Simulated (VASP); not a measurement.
The system is Pd.

```
CELL_PARAMETERS angstrom
0.00000 1.94650 1.94650
1.94650 0.00000 1.94650
1.94650 1.94650 0.00000
ATOMIC_POSITIONS crystal
Pd 0.00000 0.00000 0.00000
```

| Item | Value |
| --- | --- |
| Program | VASP 6.6.1 |
| Task | single point |
| Functional | PBEsol |
| Potentials or basis | VASP PAW PBE potentials, release 64 (Pd) |
| Cutoff | 520 eV |
| k mesh | 12 × 12 × 12 |
| Occupations | fermi-dirac, width 0.05 eV |
| Spin | no spin polarisation |

On this cell: pressure -3.2 GPa; band gap on the k mesh none (metal or under the smearing width).

The same run follows on a disturbed copy (cell strained at random at fixed volume):

```xyz
1
Lattice="-0.0111 1.9552 1.9419 1.9711 0.0063 1.9244 1.9644 1.9311 0.0130" Properties=species:S:1:pos:R:3 pbc="T T T"
Pd   -0.0396    0.0408    0.0136
```

Problem. What changes?

Solution. The energy (extrapolated to zero smearing) moves by +1.8 meV/atom; pressure -3.1 GPa; band gap on the k mesh none (metal or under the smearing width).

Stress tensor (GPa, compression positive):
```
-4.01  0.60  0.19
 0.60 -2.87 -1.32
 0.19 -1.32 -2.55
```

Caveats: the PAW data sets were made with another functional, which shifts forces and pressure a little.
